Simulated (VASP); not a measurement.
**SnSe2 in VASP: one cell, several levels of theory**

One table from this session's results is given with a row withheld; the runs are named, their logs left out.

The runs shown are made with VASP 6.6.1. PAW datasets, plane waves. Spin-unpolarised throughout; all numbers are computed.

### The system as given

The cell comes from an earlier relaxation with r2SCAN+rVV10 in another program.

It is trigonal, P-3m1 (No. 164); a = 3.825 Å, c = 6.227 Å in the conventional setting, 26.30 Å³ an atom. Near Sn stand 6 Se at 2.71 Å; near Se stand 3 Sn at 2.71 Å.

Coordinates:

```cif
data_structure
_symmetry_space_group_name_H-M 'P 1'
_symmetry_Int_Tables_number 1
_cell_length_a 3.8251
_cell_length_b 3.8251
_cell_length_c 6.2271
_cell_angle_alpha 90.000
_cell_angle_beta 90.000
_cell_angle_gamma 120.000
_cell_volume 78.91
loop_
_atom_site_label
_atom_site_type_symbol
_atom_site_fract_x
_atom_site_fract_y
_atom_site_fract_z
_atom_site_occupancy
Sn1 Sn 0.00000 0.00000 0.00000 1
Se1 Se 0.33333 0.66667 0.25308 1
Se2 Se 0.66667 0.33333 0.74692 1
```

Set-up of the first run:

Contents of INCAR:

```
ENCUT = 520.000000
SIGMA = 0.020000
EDIFF = 1.00e-07
GGA = PE
PREC = Accurate
IBRION = -1
ISIF = 2
ISMEAR = -1
NBANDS = 20
NELM = 120
NSW = 0
LASPH = .TRUE.
LCHARG = .FALSE.
LWAVE = .FALSE.
LREAL = .FALSE.
```

Contents of KPOINTS:

```
KPOINTS created by Atomic Simulation Environment
0
Gamma
12 12 4
0 0 0
```

Contents of KPOINTS_OPT:

```
special points
8
Reciprocal
0.0000000000 0.0000000000 0.0000000000 1
0.5000000000 0.0000000000 0.0000000000 1
0.3333333333 0.3333333333 0.0000000000 1
0.0000000000 0.0000000000 0.5000000000 1
0.5000000000 0.0000000000 0.5000000000 1
0.3333333333 0.3333333333 0.5000000000 1
0.0833333333 0.0833333333 0.0000000000 1
0.5000000000 0.0000000000 0.3500000000 1
```

Contents of POSCAR:

```
Sn Se
 1.0000000000000000
     3.8251493340507654    0.0000000000000000   -0.0000000000000000
    -1.9125746670253827    3.3126764965570907   -0.0000000000000000
    -0.0000000000000000   -0.0000000000000000    6.2270788927462952
 Sn  Se
   1   2
Cartesian
  0.0000000000000000  0.0000000000000000 -0.0000000000000000
 -0.0000000000000001  2.2084509977047269  1.5759381138061268
  1.9125746670253825  1.1042254988523634  4.6511407789401682
```

The run uses the recommended PBE PAW datasets (26 valence electrons a neutral cell).

On the command line:

```bash
> mpirun -np 1 vasp_std
```

Steps of the session up to this table: Single point with PBE; Single point with r2SCAN; LDA at this geometry; PBEsol at this geometry; PBE+SOC at this geometry.

One table of the session follows, with a row left open; its other results are not shown here.

| level | gap (eV) | largest force (eV/Å) |
| --- | --- | --- |
| PBE | 0.66 | 0.275 |
| r2SCAN | 0.96 | 0.016 |
| LDA | 0.54 | 0.003 |
| PBEsol | ? | ? |
| PBE+SOC | 0.64 | 0.281 |

**Question.** Estimate the row for PBEsol.

As computed: gap (eV): 0.59; largest force (eV/Å): 0.107. In the column «gap (eV)» it lies between LDA (0.54) and PBE+SOC (0.64).

In words: The gap spans 0.54 eV (LDA) to 0.96 eV (r2SCAN). Spin-orbit coupling changes the PBE gap by -0.02 eV. Leaving spin-orbit runs aside: At this one volume the pressure spans -1.5 GPa (LDA) to 3.0 GPa (PBE): PBE wants the largest cell and LDA the smallest. Forces up to 0.28 eV/Å (PBE+SOC) show atoms off their equilibrium places at that level; the least is 0.003 eV/Å (LDA).
